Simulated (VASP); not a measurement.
Input of a VASP 6.6.1 run:

The input INCAR:

```
ALGO = Normal ; DIPOL = 0.5 0.5 0.500
EDIFF = 1E-7 ; ENCUT = 520
GGA = PS ; ICORELEVEL = 1
IDIPOL = 3 ; ISIF = 2
ISMEAR = 1 ; KPAR = 4
LASPH = True ; LCHARG = False
LDIPOL = True ; LREAL = False
LVACPOTAV = True ; LVHAR = True
LWAVE = False ; NELM = 80
PREC = Accurate ; SIGMA = 0.1
```

The input KPOINTS:

```
k-points
0
Gamma
  14 14 1
```

The input POSCAR:

```
Ta
1.0
    2.8434818300      0.0000000000      0.0000000000
   -0.9478272800      2.6808603800      0.0000000000
    0.0000000000      0.0000000000     26.6084659600
Ta
6
Direct
    0.5000000000      0.5000000000      0.2818651800
    0.0000000000      0.0000000000      0.3691191100
    0.5000000000      0.5000000000      0.4563730400
    0.0000000000      0.0000000000      0.5436269600
    0.5000000000      0.5000000000      0.6308808900
    0.0000000000      0.0000000000      0.7181348200
```

Potentials or basis: VASP PAW PBE potentials, release 64 (Ta_pv).

The run is started by

```console
$ cat potpaw_PBE.64/Ta_pv/POTCAR > POTCAR
$ mpirun -np 4 vasp_std > vasp.out
```

Problem. Estimate the work function of the upper face.

Solution. 4.89 eV.

Problem. Estimate the work function of the lower face.

Solution. 4.89 eV.

Problem. What does it give for the band gap on the k mesh?

Solution. None (metal or under the smearing width).

Problem. Predict the largest force.

Solution. 0.524 eV/Å.

Forces in eV/Å, atoms in the order of the input:
```
Ta   0.000  0.000  0.524
Ta   0.000  0.000 -0.435
Ta   0.000  0.000 -0.130
Ta   0.000  0.000  0.130
Ta   0.000  0.000  0.435
Ta   0.000  0.000 -0.524
```

Caveat: the PAW data sets were made with another functional, which shifts forces and pressure a little. The run has no spin-orbit coupling, so splittings on Ta are missing.
